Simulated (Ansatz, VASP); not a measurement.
Re in VASP and in Ansatz

File INCAR:

```
PREC = Accurate
ENCUT = 520
EDIFF = 1E-7
ISMEAR = -1
SIGMA = 0.05
LREAL = F
LASPH = T
NELM = 80
ALGO = Normal
ISIF = 2
LWAVE = F
LCHARG = F
GGA = PS
NBANDS = 14
```

The input KPOINTS:

```
Automatic mesh
0
Gamma
  11 11 6
```

POSCAR

```
Re
1.0
    2.7044413289      0.0000000000      0.0000000000
   -1.3522206645      2.3421148939      0.0000000000
    0.0000000000      0.0000000000      4.3671907899
Re
2
Direct
    0.6666666667      0.3333333333      0.7500000000
    0.3333333333      0.6666666667      0.2500000000
```

Contents of input.yaml:

```yaml
crystal:
  lattice:
    - [2.7044413289, 0.0, 0.0]
    - [-1.3522206645, 2.3421148939, 0.0]
    - [0.0, 0.0, 4.3671907899]
  atoms:
    - { symbol: Re, position: [0.6666666667, 0.3333333333, 0.75] }
    - { symbol: Re, position: [0.3333333333, 0.6666666667, 0.25] }
hamiltonian:
  xc: pbesol
  pseudopotentials: { kind: paw, source: jth, xc_functional: pbe }
kpoints:
  mp_grid: { grid: [11, 11, 6] }
scf:
  occupations: { method: fermi_dirac, width: 0.05 }
output:
  forces: true
  stress: true
  eigenvalues: true
```

Alike in both runs: task single point; functional PBEsol; k mesh 11 × 11 × 6; occupations fermi-dirac, width 0.05 eV; no spin polarisation.

|  | VASP | Ansatz |
| --- | --- | --- |
| version | VASP 6.6.1 | Ansatz 0.2.0 |
| potentials or method | VASP PAW PBE potentials, release 64 (Re) | JTH PAW |
| plane-wave cutoff (eV) | 520 | 1290 |
| valence electrons in the cell | 14 | 30 |

|  | VASP | Ansatz | Ansatz less VASP |
| --- | --- | --- | --- |
| gap on the k mesh at the Fermi level (eV) | none | none | - |
| pressure (GPa) | 22.8 | 22.5 | -0.23 |
| largest component of the traceless stress (GPa) | 0.10 | 0.22 | +0.122 |

A gap of «none» marks a metal or a gap that the smearing closes. With one functional, cell and mesh, what is left measures potentials, basis and numerics. The two sets of potentials don't hold the same shells in valence.

Caveats: so large a pressure means that the cell lies far from this level's equilibrium, or that cutoff or potentials fall short (VASP); the potentials were made for another functional, which shifts forces and pressure (VASP). The runs have no spin-orbit coupling, so splittings on Re are missing.
